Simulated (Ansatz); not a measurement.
**Which form of PbO2 under pressure?**

The calculation used DFT PBE, scalar-relativistic, plane waves, PAW in Ansatz. All cells share a 420 eV cutoff and Γ-centred k meshes spaced at most about 0.3 Å⁻¹ (about 0.25 or finer for metals, 2π included). No spin polarisation.

These are static total energies at zero pressure. All cells are relaxed at this level.

```tsv
form	space group	conventional cell	V (Å³/atom)	E over A (meV/atom)
A	P4_2/mnm (No. 136)	a = 5.082 Å, c = 3.443 Å	14.82	0
B	Fm-3m (No. 225)	a = 5.409 Å	13.19	110
```

Question: Estimate the pressure at which B overtakes A in enthalpy, neglecting compression.

Answer: With H = E + PV and fixed volumes, the enthalpies cross at P = ΔE/(V_A − V) for a denser form of volume V). For B: 0.110 eV / 1.63 Å³ = 0.0675 eV/Å³ = 11 GPa. (1 eV/Å³ = 160.2 GPa.) The more open form is usually the softer one, so ΔV shrinks under load and the true crossing tends to lie higher; dense phases that weren't computed may step in before it.

Question: How much more entropy per atom would B need to be favoured over A at 300 K and zero pressure?

Answer: ΔS = ΔE/T = 0.110 eV / 300 K, and with k_B = 8.617×10⁻⁵ eV/K that is 4.3 k_B per atom. Vibrational entropies of polymorphs differ by a few tenths of k_B per atom as a rule, so this is out of reach.

Origin: A, reached from a cell as deposited in COD, among other starts; B, reached from a cell as deposited in COD. Spin–orbit coupling, which can matter for Pb, is left out.
